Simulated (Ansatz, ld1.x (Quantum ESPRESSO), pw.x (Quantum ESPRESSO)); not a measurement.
## What a changed setting does to a pw.x run (fcc P)

Potential: norm-conserving RRKJ (Kleinman–Bylander form), ld1.x (Quantum ESPRESSO) 7.5, PBE; core [Ne], reference 3s2 3p3; waves: 3p (bound): rc 1.40 bohr; 3d channel at 0.35 Ry: rc 1.45 bohr; 3s (bound): rc 1.25 bohr; local part: the s channel; core correction: a·sin(br)/r model core, default radius (core density twice the valence density); rho0 0.02.

The reference run (k-mesh 14³, cutoffs 120/480 Ry, Fermi–Dirac 0.01 Ry, mixing_beta 0.4, conv_thr 1e-9, no spin) gives -1.46 GPa at 14.767 Å³/atom, where all-electron LAPW gives -1.13 GPa. This run, with its own iteration cap, changes smearing to mv.

```
&control
  calculation='scf', prefix='x', pseudo_dir='./', outdir='./tmp', tstress=.true., disk_io='none'
/
&system
  ibrav=0, nat=1, ntyp=1, ecutwfc=120, ecutrho=480, nbnd=9,
  occupations='smearing', smearing='mv', degauss=0.01
/
&electrons
  conv_thr=1e-09, mixing_beta=0.4, electron_maxstep=50
/
ATOMIC_SPECIES
P 1.0 P.UPF
CELL_PARAMETERS angstrom
  0.00000000 1.94724573 1.94724573
  1.94724573 0.00000000 1.94724573
  1.94724573 1.94724573 0.00000000
ATOMIC_POSITIONS crystal
P 0.0000 0.0000 0.0000
K_POINTS automatic
14 14 14 0 0 0
```

```bash
pw.x < P.scf.in > P.scf.out
```

Task: How does the run end?

Result: It converges in 5 iterations; the free energy moves by +22.8 meV/atom and the pressure by +0.09 GPa. This scheme is built to cancel the term in the square of the width that Fermi–Dirac smearing leaves in the F of a metal.

```
Message from routine setup:
     using ibrav=0 with symmetry is DISCOURAGED, use correct ibrav instead
     lattice parameter (alat)  =       5.2040  a.u.
     unit-cell volume          =      99.6527 (a.u.)^3
     number of electrons       =         5.00
     number of Kohn-Sham states=            9
     kinetic-energy cutoff     =     120.0000  Ry
     charge density cutoff     =     480.0000  Ry
     scf convergence threshold =      1.0E-09
     Exchange-correlation= PBE
     number of k points=   104  Marzari-Vanderbilt smearing, width (Ry)=  0.0100
     iteration #  1     ecut=   120.00 Ry     beta= 0.40
     total energy              =     -15.49866877 Ry
     estimated scf accuracy    <       0.00200296 Ry
     iteration #  2     ecut=   120.00 Ry     beta= 0.40
     total energy              =     -15.49851496 Ry
     estimated scf accuracy    <       0.00052312 Ry
     iteration #  3     ecut=   120.00 Ry     beta= 0.40
     total energy              =     -15.49856215 Ry
     estimated scf accuracy    <       0.00000429 Ry
     iteration #  4     ecut=   120.00 Ry     beta= 0.40
     total energy              =     -15.49856312 Ry
     estimated scf accuracy    <          4.6E-09 Ry
     iteration #  5     ecut=   120.00 Ry     beta= 0.40
     the Fermi energy is    10.9397 ev
!    total energy              =     -15.49856313 Ry
     estimated scf accuracy    <          6.4E-10 Ry
     smearing contrib. (-TS)   =      -0.00029626 Ry
     The total energy is F=E-TS. E is the sum of the following terms:
     one-electron contribution =       5.75317263 Ry
     hartree contribution      =       0.22844957 Ry
     xc contribution           =      -5.90529769 Ry
     ewald contribution        =     -15.57459138 Ry
     convergence has been achieved in   5 iterations
          total   stress  (Ry/bohr**3)                   (kbar)     P=      -13.65
     Message from routine punch:
     Nothing written, as per user request (disk_io='none')
```

The run took about 22 s on one core of a shared host (Neoverse-V1, 32 threads, 247 GiB, load 16).
